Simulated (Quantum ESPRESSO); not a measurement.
Here is a Quantum ESPRESSO 7.5 calculation.

The input run.py:

```python
import numpy as np
from ase.calculators.espresso import Espresso, EspressoProfile
from ase.io import read

atoms = read('POSCAR')
atoms.set_initial_magnetic_moments([2.0, 0.0])

input_data = {
    'control': {'calculation': 'scf', 'prefix': 'pwscf', 'outdir': './tmp', 'tprnfor': True, 'tstress': True, 'disk_io': 'nowf'},
    'system': {'ecutwfc': 55.0, 'ecutrho': 440.0, 'nbnd': 21, 'occupations': 'smearing', 'smearing': 'fd', 'degauss': 0.00367493, 'nspin': 2},
    'electrons': {'conv_thr': 4e-10, 'electron_maxstep': 120, 'mixing_beta': 0.3},
}
pseudopotentials = {'O': 'O.pbe-n-kjpaw_psl.0.1.UPF', 'Co': 'Co_pbe_v1.2.uspp.F.UPF'}
profile = EspressoProfile(command='pw.x', pseudo_dir='pseudo')
atoms.calc = Espresso(profile=profile, input_data=input_data, pseudopotentials=pseudopotentials, kpts=(12, 12, 12), koffset=(0, 0, 0))

print(f'energy {atoms.get_potential_energy():.8f} eV')
print('forces (eV/A)')
print(np.round(atoms.get_forces(), 6))
print('stress (eV/A^3, Voigt)')
print(np.round(atoms.get_stress(), 8))
print(f'Fermi level {atoms.calc.get_fermi_level():.4f} eV')
```

POSCAR

```
CoO
1.0
   -1.5080000000      1.5080000000      2.1072475377
    1.5080000000     -1.5080000000      2.1072475377
    1.5080000000      1.5080000000     -2.1072475377
Co O
1 1
Direct
    0.0000000000      0.0000000000      0.0000000000
    0.5000000000      0.5000000000      0.0000000000
```

Potentials or basis: SSSP 1.3 efficiency PBE.

Command:

```console
$ OMP_NUM_THREADS=2 python run.py
```

(1) Estimate the pressure.

(2) Predict the band gap on the k mesh.

(3) What does it give for the site moments?

(4) Estimate the net moment.

Results:

(1) 0.0 GPa.

(2) none (metal or under the smearing width).

(3) Co +2.53; O +0.34 μB.

(4) 2.98 μB per cell.

Caveat: a cell with one magnetic atom can't hold antiferromagnetic order, which such compounds often take; semilocal functionals often make such compounds metallic where correlation or magnetic order opens a gap, which also shifts bond lengths.
